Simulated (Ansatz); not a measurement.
**InSb: convergence and cost**

An exercise on one series of results from a longer session: the logs are not shown, and one member is left open.

Method: DFT PBE, scalar-relativistic, plane waves, PAW, in Ansatz 0.2.0.

1 further run of the same task is left out (for a known fault of the program).

### The system as given

The structure is tetragonal, space group P4/mmm (No. 123). Conventional cell: a = 3.077 Å, b = 3.077 Å, c = 6.215 Å, α = 90.00°, β = 90.00°, γ = 90.00°. In (site symmetry 4/mmm) is surrounded by 4 In at 3.08 Å and 2 Sb at 3.11 Å. Around Sb (site symmetry 4/mmm) lie 4 Sb at 3.08 Å and 2 In at 3.11 Å.

As a file:

```
CELL_PARAMETERS angstrom
3.07666 0.00000 0.00000
0.00000 3.07666 0.00000
0.00000 0.00000 6.21547
ATOMIC_POSITIONS crystal
In 0.00000 0.00000 0.00000
Sb 0.00000 0.00000 0.50000
```

Source of the structure: the Materials Project (structure only). It is taken as it stands there.

Set-up of the first run:

Contents of input.yaml:

```yaml
crystal:
  lattice:
    - [3.076656, 0.0, 0.0]
    - [0.0, 3.076656, 0.0]
    - [0.0, 0.0, 6.21547]
  atoms:
    - { symbol: In, position: [0.0, 0.0, 0.0] }
    - { symbol: Sb, position: [0.0, 0.0, 0.5] }
basis:
  ecutwfc: 420
kpoints:
  mp_grid: { grid: [6, 6, 4] }
hamiltonian:
  xc: pbe
scf:
  occupations: { method: gaussian, width: 0.1 }
output:
  forces: true
  stress: true
  eigenvalues: true
```

Among the steps run: Probe: one point at the start; The base run; Plane-wave cutoff set to 200 eV; Plane-wave cutoff set to 250 eV; Plane-wave cutoff set to 300 eV; Plane-wave cutoff: 350 eV; Plane-wave cutoff: 500 eV; Plane-wave cutoff: 600 eV.

One of the session's tables, all rows but one given; the rest of the session is left out.

```
cutoff (eV)  ΔE (meV/atom)  pressure (GPa)
        200           9259            8.37
        250           1031            0.63
        300           80.6            0.58
        350           4.61            0.55
        420           1.38            0.55
        500              ?               ?
        600           0.00            0.55
```

Q: Estimate the row for cutoff (eV) = 500 from the others.

Worked estimate for «ΔE (meV/atom)». A straight line through the neighbours (420, 1.38) and (600, 0.00) gives 1.38 + (0.00 − 1.38) × (500 − 420) / (600 − 420) = 0.77; a parabola fitted to 3 rows on both sides gives -0.46.

**Answer.** ΔE (meV/atom): 0.14; pressure (GPa): 0.55. In «ΔE (meV/atom)» the line misses by +0.63 and the parabola by -0.60. Between these rows the values bend or scatter more than so simple an estimate can follow.

To keep in mind: Warnings in the runs' records: cutoff below recommended.
